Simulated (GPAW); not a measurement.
# WC (Qusongite) (P-6m2) in GPAW: further runs

One crystal, WC (Qusongite), is run at these levels: PBE, optPBE-vdW, SCAN, LDA; tasks: equation of state, band structure.

Program: GPAW 26.7.0. These are calculated values, not measurements. Logs are shortened: lines on timing, memory, paths and dates and some standing lists are left out, and cuts for length are marked. The log counts tension as positive stress, the text compression.

## Step 1: Starting point

The structure is hexagonal, space group P-6m2 (No. 187). Conventional cell: a = 2.907 Å, b = 2.907 Å, c = 2.837 Å, α = 90.00°, β = 90.00°, γ = 120.00°. W (site symmetry -6m2) has 6 C at 2.20 Å as nearest neighbours. C (site symmetry -6m2) has 6 W at 2.20 Å as nearest neighbours.

## Step 2: Equation of state, PBE

run.py reads:

```python
from ase.eos import EquationOfState
from ase.io import Trajectory, read
from ase.units import GPa
from gpaw import GPAW, PW, setup_paths

setup_paths.insert(0, '.')

atoms = read('WC.cif')

traj = Trajectory('eos.traj', 'w')
volumes, energies = [], []
for x in [0.94, 0.96, 0.98, 1.0, 1.02, 1.04, 1.06]:
    a = atoms.copy()
    a.set_cell(atoms.cell * x**(1 / 3), scale_atoms=True)
    calc = GPAW(mode=PW(800),
                xc='PBE',
                kpts={'size': (7, 7, 7), 'gamma': True},
                occupations={'name': 'fermi-dirac', 'width': 0.05},
                nbands=19,
                convergence={'density': 1e-05, 'energy': 1e-05},
                maxiter=150,
                txt=f'eos-{x:.2f}.txt')
    a.calc = calc
    energies.append(a.get_potential_energy(force_consistent=True))
    volumes.append(a.get_volume())
    p = -a.get_stress()[:3].mean() / GPa
    calc.write(f'eos-{x:.2f}.gpw')
    traj.write(a)
    print(f'{x:.2f} {volumes[-1]:10.4f} A^3 {energies[-1]:14.6f} eV {p:9.3f} GPa', flush=True)

v0, e0, B = EquationOfState(volumes, energies, eos='birchmurnaghan').fit()
print(f'V0 = {v0:.4f} A^3, E0 = {e0:.6f} eV, B0 = {B / GPa:.2f} GPa')
```

WC.cif reads:

```cif
data_WC
_cell_length_a 2.90650000
_cell_length_b 2.90650000
_cell_length_c 2.83660000
_cell_angle_alpha 90.00000000
_cell_angle_beta 90.00000000
_cell_angle_gamma 120.00000000
_space_group_name_H-M_alt 'P1'
_space_group_name_Hall 'P 1'
_space_group_IT_number 1
loop_
_space_group_symop_operation_xyz
'x,y,z'
loop_
_atom_site_label
_atom_site_type_symbol
_atom_site_symmetry_multiplicity
_atom_site_Wyckoff_symbol
_atom_site_fract_x
_atom_site_fract_y
_atom_site_fract_z
_atom_site_occupancy
W1 W 1 a 0.0000000000 0.0000000000 0.0000000000 1
C1 C 1 a 0.6666666667 0.3333333333 0.5000000000 1
```

Potentials or basis: PAW data sets generated in the run's folder for this functional, pw.

Launch:

```sh
> gpaw-setup -f PBE C W
> OMP_NUM_THREADS=1 python run.py
```

The log of the run:

```text
__  _  _
 | _ |_)|_||  |
 |__||  | ||/\| - 26.7.0

Input parameters:
  mode=PW(ecut=800.0),
  convergence={'density': 1e-05, 'energy': 1e-05},
  kpts=MonkhorstPack(size=(7, 7, 7), gamma=True),
  maxiter=150,
  nbands=19,
  occupations=Occupations(name='fermi-dirac', width=0.05),
  xc=XC(name='PBE')

Diagonalizing LCAO Hamiltonian
Converting LCAO to pw mode

           C

       W

Atoms  # Å, Bohr magnetons
|   | symbol |        x |        y |        z |    initial magnetic moments |
|---|--------|----------|----------|----------|-----------------------------|
| 0 |      W | 0.000000 | 0.000000 | 0.000000 | ( 0.0000,  0.0000,  0.0000) |
| 1 |      C | 1.423584 | 0.821906 | 1.389347 | ( 0.0000,  0.0000,  0.0000) |

Unit cell  # Å
| periodic |         x |        y |        z |  lengths |     angles |
|----------|-----------|----------|----------|----------|------------|
|      yes |  2.847167 | 0.000000 | 0.000000 | 2.847167 |  90.000000 |
|      yes | -1.423584 | 2.465719 | 0.000000 | 2.847167 |  90.000000 |
|      yes |  0.000000 | 0.000000 | 2.778694 | 2.778694 | 120.000000 |

Number of symmetries: 12
Symmetry operations  # r_c * U_cc + t_c -> r_c
|    | kind |            matrix            |
|----|------|------------------------------|
|  0 |  σ   |  1, 1, 0,  0,-1, 0,  0, 0, 1 |
|  1 |  C2  |  1, 1, 0,  0,-1, 0,  0, 0,-1 |
|  2 |  E   |  1, 0, 0,  0, 1, 0,  0, 0, 1 |
|  3 |  σ   |  1, 0, 0,  0, 1, 0,  0, 0,-1 |
|  4 |  C3  |  0, 1, 0, -1,-1, 0,  0, 0, 1 |
|  5 |  S3  |  0, 1, 0, -1,-1, 0,  0, 0,-1 |
|  6 |  σ   |  0,-1, 0, -1, 0, 0,  0, 0, 1 |
|  7 |  C2  |  0,-1, 0, -1, 0, 0,  0, 0,-1 |
|  8 |  σ   | -1, 0, 0,  1, 1, 0,  0, 0, 1 |
|  9 |  C2  | -1, 0, 0,  1, 1, 0,  0, 0,-1 |
| 10 |  C3  | -1,-1, 0,  1, 0, 0,  0, 0, 1 |
| 11 |  S3  | -1,-1, 0,  1, 0, 0,  0, 0,-1 |

BZ-sampling:
  Number of BZ points: 343
  Number of IBZ points: 32

  Monkhorst-Pack size: [7, 7, 7]
  Monkhorst-Pack shift: [0, 0, 0]

K-points  # in reciprocal-cell coordinates
|     |                                coordinates |     weight |
|-----|--------------------------------------------|------------|
|   0 | (  0.00000000,   0.00000000,   0.00000000) | 0.00291545 |
|   1 | (  0.00000000,   0.00000000,   0.14285714) | 0.00583090 |
|   2 | (  0.00000000,   0.00000000,   0.28571429) | 0.00583090 |
|   3 | (  0.00000000,   0.00000000,   0.42857143) | 0.00583090 |
|   4 | (  0.14285714,   0.00000000,   0.00000000) | 0.01749271 |
|   5 | (  0.14285714,   0.00000000,   0.14285714) | 0.03498542 |
|   6 | (  0.14285714,   0.00000000,   0.28571429) | 0.03498542 |
|   7 | (  0.14285714,   0.00000000,   0.42857143) | 0.03498542 |
|   8 | (  0.28571429,  -0.14285714,   0.00000000) | 0.01749271 |
|   9 | (  0.28571429,  -0.14285714,   0.14285714) | 0.03498542 |
| ... |                                            |            |
|  31 | (  0.42857143,   0.42857143,   0.42857143) | 0.03498542 |

Plane wave coefficients: 1021
Cutoff: 800.0 eV

Spin-components: 1 (collinear spins)
Bands:           19
Projectors:      11
Spin-degeneracy: 2
Datatype:        complex128

Parallelization:
  kpt:    1
  domain: 1
  band:   1

Density:
  Valence electrons: 18.0
  Components: 1
  Grid points: [20 20 20]
  Charge: 0.0  # |e|

Potential:
  Grid points: [20 20 20]

species:
  W:
    name:    Tungsten
    Z:       74.0
    valence: 14
    core:    60
    charge:  0.0  # [|e|]
    compensation charges:
      type: gauss
      rc: 0.40  # [Å]
      lmax: 2
    cutoffs:
      filter: 2.36  # [Å]
      core: 3.02  # [Å]
    projectors
    | kind |    occ | energy [eV] | rcut [Å] |
    |------|--------|-------------|----------|
    |   5s |  2.000 |     -78.830 |    1.344 |
    |   6s |  2.000 |      -5.697 |    1.344 |
    |   5p |  6.000 |     -43.233 |    1.355 |
    |   6p |  0.000 |      -1.367 |    1.355 |
    |   5d |  4.000 |      -4.494 |    1.228 |
    |    d |        |      22.717 |    1.228 |

    Using partial waves for W as LCAO basis

  C:
    name:    Carbon
    Z:       6.0
    valence: 4
    core:    2
    charge:  0.0  # [|e|]
    compensation charges:
      type: gauss
      rc: 0.20  # [Å]
      lmax: 2
    cutoffs:
      filter: 1.14  # [Å]
      core: 1.14  # [Å]
    projectors
    | kind |    occ | energy [eV] | rcut [Å] |
    |------|--------|-------------|----------|
    |   2s |  2.000 |     -13.751 |    0.635 |
    |   2p |  2.000 |      -5.285 |    0.635 |
    |    s |        |      13.461 |    0.635 |
    |    p |        |      21.927 |    0.635 |
    |    d |        |       0.000 |    0.635 |

    Using partial waves for C as LCAO basis

Reference energy: -439799.302307  # eV

eigensolver:
  PPCG
  Converge bands: occupied
  niter=2

density mixing:
  MSR1-Mixer
  Pratt-step length: 0.05
  Maximum mixing coefficient: 0.75
  Old densities: 10
  SVD Regularization: 0.005
  Good broyden scale: 1.0
  Trust region scale: 1.0
  Backstep threshold: 4.0
  History deletion threshold: 6.0
  Fourier metric: weight=20.0, sigma=0.015

occupation numbers:
  Fermi-Dirac:
    width: 0.0500  # eV

poisson solver:
  ecut: 6400.0  # eV

xc functional:
  name: PBE with 2 nearest neighbor stencil

convergence criteria:
[... 6 lines left out ...]
|iter     | |      energy | eigst |  dens |
|---------|-|-------------|-------|-------|
|iter:   1| |  -22.535819 | -0.10 |       |
|iter:   2| |  -22.059292 | -2.65 | -0.93 |
|iter:   3| |  -20.939472 | -1.64 | -0.99 |
|iter:   4| |  -20.946578 | -3.59 | -1.72 |
|iter:   5| |  -20.953612 | -3.75 | -1.96 |
|iter:   6| |  -20.953528 | -5.56 | -3.00 |
|iter:   7| |  -20.953533c| -6.86 | -3.66 |
|iter:   8| |  -20.953532c| -8.16c| -4.25 |
|iter:   9| |  -20.953532c| -8.02c| -4.95 |
|iter:  10| |  -20.953532c| -9.09c| -5.65c|

Converged in 10 steps
Energy contributions relative to reference atoms: (reference = -439799.302307)

Energy contributions:
  Kinetic:          32.749009
  Coulomb:         -31.962477
  Zero:              0.060739
  External:          0.000000
  Xc:              -21.799116
  Entropy:          -0.003375
  Spinorbit:         0.000000
  ----------------------------
  Free energy:     -20.955220
  Extrapolated:    -20.953532

dipole moment: (-4.570452, -9.617442, -10.358909)  # |e|*Ang

Fermi level: 15.345
Eigenvalues  # (at kpt = [0.000, 0.000, 0.000])
| band index |      eig [eV] | occ [0-2] |
|------------|---------------|-----------|
|          0 |       -58.427 |     2.000 |
|          1 |       -22.681 |     2.000 |
|          2 |       -22.533 |     2.000 |
|          3 |       -22.533 |     2.000 |
|          4 |         0.343 |     2.000 |
|          5 |        10.575 |     2.000 |
[... 9 lines left out ...]
|         15 |        32.634 |     0.000 |
|         16 |        32.634 |     0.000 |
|        ... |               |           |
|         18 |        39.859 |     0.000 |

No gap
No difference between direct/indirect transitions

Stress tensor  # eV/Ang^3
|         x |         y |         z |
|-----------|-----------|-----------|
| -0.208648 |  0.000000 |  0.000000 |
|  0.000000 | -0.208648 |  0.000000 |
|  0.000000 |  0.000000 | -0.236187 |

# Writing to eos-0.94.gpw (mode='')
```

Wall time 77 s (1 thread of Arm Neoverse V1, shared host); peak memory 0.2 GiB.

What came out:

```yaml
Equilibrium_volume: 10.53 Å³/atom
Bulk_modulus_at_fixed_shape_and_positions: 389 GPa
Pressure_derivative_of_the_bulk_modulus: 4.3
```

Energy against volume, from the lowest point:
```
volume (Å³/atom)  energy (meV/atom)
           9.754              79.38
           9.961              40.95
          10.169              15.75
          10.376               2.50
          10.584               0.00
          10.791               7.18
          10.999              23.08
```

Caveat: the cell was scaled at fixed shape and fractional positions, which overstates the stiffness of a crystal with free parameters, most of all of layers and chains. The run has no spin-orbit coupling, so splittings on W are missing.

## Step 3: Equation of state, optPBE-vdW

run.py: that of step 2 with these lines changed.

```diff
@@ -3,7 +3,5 @@
 from ase.units import GPa
-from gpaw import GPAW, PW, setup_paths
+from gpaw import GPAW, PW
 
-setup_paths.insert(0, '.')
-
-atoms = read('WC.cif')
+atoms = read('WC.xyz')
 
@@ -15,3 +13,3 @@
     calc = GPAW(mode=PW(800),
-                xc='PBE',
+                xc={'name': 'optPBE-vdW', 'backend': 'libvdwxc'},
                 kpts={'size': (7, 7, 7), 'gamma': True},
@@ -25,6 +23,5 @@
     volumes.append(a.get_volume())
-    p = -a.get_stress()[:3].mean() / GPa
     calc.write(f'eos-{x:.2f}.gpw')
     traj.write(a)
-    print(f'{x:.2f} {volumes[-1]:10.4f} A^3 {energies[-1]:14.6f} eV {p:9.3f} GPa', flush=True)
+    print(f'{x:.2f} {volumes[-1]:10.4f} A^3 {energies[-1]:14.6f} eV', flush=True)
```

WC.xyz reads:

```xyz
2
Lattice="2.9065000000 0.0000000000 0.0000000000 -1.4532500000 2.5171028361 0.0000000000 0.0000000000 0.0000000000 2.8366000000" Properties=species:S:1:pos:R:3 pbc="T T T"
W      0.0000000000      0.0000000000      0.0000000000
C      1.4532500001      0.8390342786      1.4183000000
```

Potentials or basis: GPAW PAW data sets (gpaw-data 1.2.1), pw.

Launch:

```sh
> OMP_NUM_THREADS=1 python run.py
```

Wall time 75 s (1 thread of Arm Neoverse V1, shared host); peak memory 0.22 GiB.

It converged, with:

```yaml
Equilibrium_volume: 10.72 Å³/atom
Bulk_modulus_at_fixed_shape_and_positions: 370 GPa
Pressure_derivative_of_the_bulk_modulus: 4.3
```

Energy against volume, from the lowest point:
```csv
volume (Å³/atom),energy (meV/atom)
9.754,117.97
9.961,69.79
10.169,35.18
10.376,12.81
10.584,1.45
10.791,0.00
10.999,7.55
```

Caveat: the cell was scaled at fixed shape and fractional positions, which overstates the stiffness of a crystal with free parameters, most of all of layers and chains; the PAW data sets were made with another functional, which shifts forces and pressure a little.

## Step 4: Band structure, SCAN, spin-orbit coupling, no magnetisation

run.py reads:

```python
import numpy as np
from ase.dft.bandgap import bandgap
from ase.io import read, write
from ase.units import GPa
from gpaw import GPAW, PW
from gpaw.spinorbit import soc_eigenstates

atoms = read('WC.cif')

calc = GPAW(mode=PW(800),
            xc='MGGA_X_SCAN+MGGA_C_SCAN',
            kpts={'size': (7, 7, 7), 'gamma': True},
            occupations={'name': 'fermi-dirac', 'width': 0.05},
            nbands=19,
            convergence={'density': 1e-05, 'energy': 1e-05},
            maxiter=150,
            txt='gpaw.txt')
atoms.calc = calc
energy = atoms.get_potential_energy()
forces = atoms.get_forces()
stress = atoms.get_stress()
calc.write('gs.gpw')
write('result.traj', atoms)
print(f'Energy: {energy:.6f} eV')
print('Forces (eV/A):')
print(forces.round(4))
print('Stress (GPa):', (stress / GPa).round(3))
print('Fermi level:', round(calc.get_fermi_level(), 4), 'eV')
print(f'Gap: {bandgap(calc)[0]:.4f} eV, direct: {bandgap(calc, direct=True)[0]:.4f} eV')

path = atoms.cell.bandpath('GMKGALHA,LM,KH', npoints=100, eps=1e-4)
bs_calc = calc.fixed_density(kpts=path, symmetry='off', nbands=28,
                             convergence={'bands': 'CBM+6.0', 'eigenstates': 1e-6}, txt='bands.txt')
bs = bs_calc.band_structure()
bs.write('bs.json')
print(f'Gap on the path: {bandgap(bs_calc)[0]:.4f} eV')

soc = soc_eigenstates(bs_calc, theta=0, phi=0, ignore_xc_potential=True)
np.savetxt('soc_bands.dat', soc.eigenvalues(), fmt='%.4f')
mesh = soc_eigenstates('gs.gpw', theta=0, phi=0, ignore_xc_potential=True)
np.savetxt('soc_mesh.dat', mesh.eigenvalues(), fmt='%.4f')
print('Fermi level with spin-orbit coupling:', round(mesh.fermi_level, 4), 'eV')
```

WC.cif is that of step 2.

Launch:

```sh
> OMP_NUM_THREADS=1 python run.py
```

Wall time 72 s (1 thread of Arm Neoverse V1, shared host); peak memory 0.39 GiB.

It converged, with:

| Property | Result |
| --- | --- |
| Free energy | -56.8243 eV |
| Pressure | -2.8 GPa |
| Band gap along the path | none (metal or under the smearing width) |

Stress tensor (GPa, compression positive):
```
-2.22  0.00  0.00
 0.00 -2.22  0.00
 0.00  0.00 -3.96
```

Levels at the corners of the path, in eV from the Fermi level:
```
point  band 16  band 17  band 18  band 19  band 20  band 21
    Γ    -3.49     0.03     0.03     3.09     3.09     3.51
    M    -3.85    -0.56    -0.56     2.37     2.37     4.46
    K    -3.64     0.36     0.67     0.73     1.13     1.96
    Γ    -3.49     0.03     0.03     3.09     3.09     3.51
    A    -2.17    -1.04    -1.04    -0.45    -0.45     3.63
    L    -4.45     0.22     0.22     4.46     4.46     5.28
    H    -1.68    -0.79    -0.58     4.27     4.36     6.49
    A    -2.17    -1.04    -1.04    -0.45    -0.45     3.63
    L    -4.45     0.22     0.22     4.46     4.46     5.28
    M    -3.85    -0.56    -0.56     2.37     2.37     4.46
    K    -3.64     0.36     0.67     0.73     1.13     1.96
    H    -1.68    -0.79    -0.58     4.27     4.36     6.49
```

Caveat: spin-orbit coupling was added after a scalar SCF, so levels and gaps hold it while energy, forces, pressure and moments don't; this program's spin-orbit splittings come out too wide for heavy elements; the PAW data sets were made with another functional, which shifts forces and pressure a little.

## Step 5: Band structure, LDA

run.py reads:

```python
from ase.dft.bandgap import bandgap
from ase.io import read, write
from ase.units import GPa
from gpaw import GPAW, PW, setup_paths

setup_paths.insert(0, '.')

atoms = read('WC.cif')

calc = GPAW(mode=PW(800),
            xc='LDA',
            kpts={'size': (7, 7, 7), 'gamma': True},
            occupations={'name': 'fermi-dirac', 'width': 0.05},
            setups={'C': 'jth', 'W': 'jth'},
            nbands=-10,
            convergence={'density': 1e-05, 'energy': 1e-05},
            maxiter=150,
            txt='gpaw.txt')
atoms.calc = calc
energy = atoms.get_potential_energy()
forces = atoms.get_forces()
stress = atoms.get_stress()
calc.write('gs.gpw')
write('result.traj', atoms)
print(f'Energy: {energy:.6f} eV')
print('Forces (eV/A):')
print(forces.round(4))
print('Stress (GPa):', (stress / GPa).round(3))
print('Fermi level:', round(calc.get_fermi_level(), 4), 'eV')
print(f'Gap: {bandgap(calc)[0]:.4f} eV, direct: {bandgap(calc, direct=True)[0]:.4f} eV')

path = atoms.cell.bandpath('GMKGALHA,LM,KH', npoints=100, eps=1e-4)
bs_calc = calc.fixed_density(kpts=path, symmetry='off', nbands=-18,
                             convergence={'bands': 'CBM+6.0', 'eigenstates': 1e-6}, txt='bands.txt')
bs = bs_calc.band_structure()
bs.write('bs.json')
print(f'Gap on the path: {bandgap(bs_calc)[0]:.4f} eV')
```

WC.cif is that of step 4.

Potentials or basis: JTH PAW 2.0, LDA, pw.

Launch:

```sh
> OMP_NUM_THREADS=1 python run.py
```

Run time: 28 s. Hardware: 1 thread of Arm Neoverse V1, shared host; peak memory 0.24 GiB.

It converged, with:

| Quantity | Value |
| --- | --- |
| Free energy | -22.9577 eV |
| Pressure | -9.6 GPa |
| Band gap along the path | none (metal or under the smearing width) |

Stress tensor (GPa, compression positive):
```
 -8.90   0.00   0.00
  0.00  -8.90   0.00
  0.00   0.00 -11.14
```

Levels at the corners of the path, in eV from the Fermi level:
```tsv
point	band 7	band 8	band 9	band 10	band 11	band 12
Γ	-3.43	-3.43	0.01	3.08	3.08	5.51
M	-3.72	-3.66	-0.54	2.19	4.42	4.76
K	-4.60	-3.56	0.47	0.89	1.94	3.15
Γ	-3.43	-3.43	0.01	3.08	3.08	5.51
A	-2.13	-2.13	-0.70	-0.70	3.55	4.41
L	-4.42	-4.22	0.26	4.31	5.18	6.59
H	-5.46	-1.67	-0.71	4.28	6.32	7.47
A	-2.13	-2.13	-0.70	-0.70	3.55	4.41
L	-4.42	-4.22	0.26	4.31	5.18	6.59
M	-3.72	-3.66	-0.54	2.19	4.42	4.76
K	-4.60	-3.56	0.47	0.89	1.94	3.15
H	-5.46	-1.67	-0.71	4.28	6.32	7.47
```

Caveat: the program truncates these outside data sets; spin-orbit coupling is left out, which moves the levels of the heavy elements.

## Step 6: Overview

| task | level | potentials or basis | spin | band path | band points | spin axis theta (degrees) | spin axis phi (degrees) | data set | pressure (GPa) | V0 of scaled cells (Å³/atom) | B0 (GPa) |
| --- | --- | --- | --- | --- | --- | --- | --- | --- | --- | --- | --- |
| equation of state | PBE | PAW data sets generated in the run's folder for this functional, pw | off | - | - | - | - | - | - | 10.53 | 389 |
| equation of state | optPBE-vdW | GPAW PAW data sets (gpaw-data 1.2.1), pw | off | - | - | - | - | - | - | 10.72 | 370 |
| band structure | SCAN | GPAW PAW data sets (gpaw-data 1.2.1), pw | SOC, no magnetisation | GMKGALHA,LM,KH | 100 | 0 | 0 | - | -2.8 | - | - |
| band structure | LDA | JTH PAW 2.0, LDA, pw | off | GMKGALHA,LM,KH | 100 | - | - | C jth, W jth | -9.6 | - | - |

Alike in all rows: cell as given; k mesh 7 × 7 × 7; cutoff (eV) 800; smearing fermi-dirac 0.05 eV.

Caveats: the cell was scaled at fixed shape and fractional positions, which overstates the stiffness of a crystal with free parameters, most of all of layers and chains (some runs); the PAW data sets were made with another functional, which shifts forces and pressure a little (some runs); spin-orbit coupling was added after a scalar SCF, so levels and gaps hold it while energy, forces, pressure and moments don't (some runs); this program's spin-orbit splittings come out too wide for heavy elements (some runs); the program truncates these outside data sets (some runs); spin-orbit coupling is left out, which moves the levels of the heavy elements (some runs).

Absolute energies hang on the potentials; compare differences alone.
